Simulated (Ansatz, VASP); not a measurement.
One calculation of Si, two programs

File INCAR:

```
SYSTEM = Si
PREC = Accurate
ENCUT = 520
EDIFF = 1E-6
ISMEAR = -1
SIGMA = 0.1
LREAL = .False.
LASPH = .True.
NELM = 60
ALGO = Normal
ISIF = 2
LWAVE = .False.
LCHARG = .True.
GGA = RP
LELF = .True.
LVHAR = .True.
NBANDS = 8
```

KPOINTS

```
regular mesh
0
Gamma
  16 16 16
  0 0 0
```

Contents of POSCAR:

```
Si
1.0
   -1.4820586429      1.4820586429      1.4820586429
    1.4820586429     -1.4820586429      1.4820586429
    1.4820586429      1.4820586429     -1.4820586429
Si
1
Direct
    0.0000000000      0.0000000000      0.0000000000
```

Input for Ansatz:

```yaml
crystal:
  lattice:
    - [-1.4820586429, 1.4820586429, 1.4820586429]
    - [1.4820586429, -1.4820586429, 1.4820586429]
    - [1.4820586429, 1.4820586429, -1.4820586429]
  atoms:
    - { symbol: Si, position: [0.0, 0.0, 0.0] }
hamiltonian:
  xc: rpbe
  pseudopotentials:
    kind: paw
    azcp:
      Si: "pseudopotentials/Si.paw.azcp"
basis:
  ecutwfc: 420
  fft_grid_basis: typed
kpoints:
  mp_grid: { grid: [16, 16, 16], shift: [0, 0, 0] }
magnetization:
  spin_polarized: false
scf:
  occupations: { method: fermi_dirac, width: 0.1 }
  lower_state_search: "off"
output:
  stress: true
  write_density: true
  write_potential: true
  elf: true
  volumetric_format: npy
```

Alike in both runs: task single point; functional RPBE; k mesh 16 × 16 × 16; occupations fermi-dirac, width 0.1 eV; no spin polarisation.

|  | VASP | Ansatz |
| --- | --- | --- |
| version | VASP 6.6.1 | Ansatz 0.2.0 |
| potentials or method | VASP PAW PBE potentials, release 64 (Si) | plane waves (420 eV) with PAW, scalar-relativistic |
| plane-wave cutoff (eV) | 520 | 420 |
| valence electrons in the cell | 4 | 4 |

VASP gave:

- pressure (GPa): 15.1

Problem. Estimate Ansatz's values.

Solution. Pressure (GPa): 15.7.

With one functional, cell and mesh, what is left measures potentials, basis and numerics.

Caveats: so large a pressure means that the cell lies far from this level's equilibrium, or that cutoff or potentials fall short (VASP); the potentials were made for another functional, which shifts forces and pressure (VASP).
